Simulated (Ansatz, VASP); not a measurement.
**Bi: VASP beside Ansatz**

File INCAR:

```
PREC = Accurate
ENCUT = 520
EDIFF = 1E-6
ISMEAR = -1
SIGMA = 0.05
LREAL = False
LASPH = True
NELM = 60
ALGO = Fast
ISIF = 2
LWAVE = False
LCHARG = False
NBANDS = 22
```

KPOINTS

```
regular mesh
0
Gamma
  6 6 9
```

File POSCAR:

```
Bi
1.0
    3.5570192531     -3.1940166960      0.0000000000
    3.5570192531      3.1940166960      0.0000000000
   -1.2849517653      0.0000000000      3.1746155033
Bi
2
Direct
    0.7530610000      0.7530610000      0.8573820000
    0.2469390000      0.2469390000      0.1426180000
```

input.yaml

```yaml
crystal:
  lattice:
    - [3.5570192531, -3.194016696, 0.0]
    - [3.5570192531, 3.194016696, 0.0]
    - [-1.2849517653, 0.0, 3.1746155033]
  atoms:
    - { symbol: Bi, position: [0.753061, 0.753061, 0.857382] }
    - { symbol: Bi, position: [0.246939, 0.246939, 0.142618] }
kpoints:
  mp_grid: { grid: [6, 6, 9] }
scf:
  occupations: { method: fermi_dirac, width: 0.05 }
hamiltonian:
  xc: lda
  pseudopotentials: { kind: all_electron, lapw: { basis_error: 0.001 } }
output:
  forces: true
  stress: true
  eigenvalues: true
```

Change from the starting cell: volume scaled by 1.06.

Alike in both runs: task single point; functional LDA; k mesh 6 × 6 × 9; occupations fermi-dirac, width 0.05 eV; no spin polarisation.

|  | VASP | Ansatz |
| --- | --- | --- |
| version | VASP 6.6.1 | Ansatz 0.2.0 |
| potentials or method | VASP PAW LDA potentials, release 64 (Bi_d) | all-electron LAPW, scalar-relativistic |
| plane-wave cutoff (eV) | 520 | see its input |

|  | VASP | Ansatz | Ansatz less VASP |
| --- | --- | --- | --- |
| gap on the k mesh at the Fermi level (eV) | none | none | - |
| pressure (GPa) | -5.7 | -5.7 | -0.04 |
| largest component of the traceless stress (GPa) | 0.65 | 0.65 | +0.003 |
| rms of the force components (eV/Å) | 0.091 | 0.094 | +0.0030 |

Atom by atom the forces differ by 0.003 eV/Å (rms over components). A gap of «none» marks a metal or a gap that the smearing closes. Ansatz ran all-electron here, so the differences hold the error of VASP's frozen core and of both bases.

Caveats: spin-orbit coupling is left out, which moves the levels of the heavy elements.
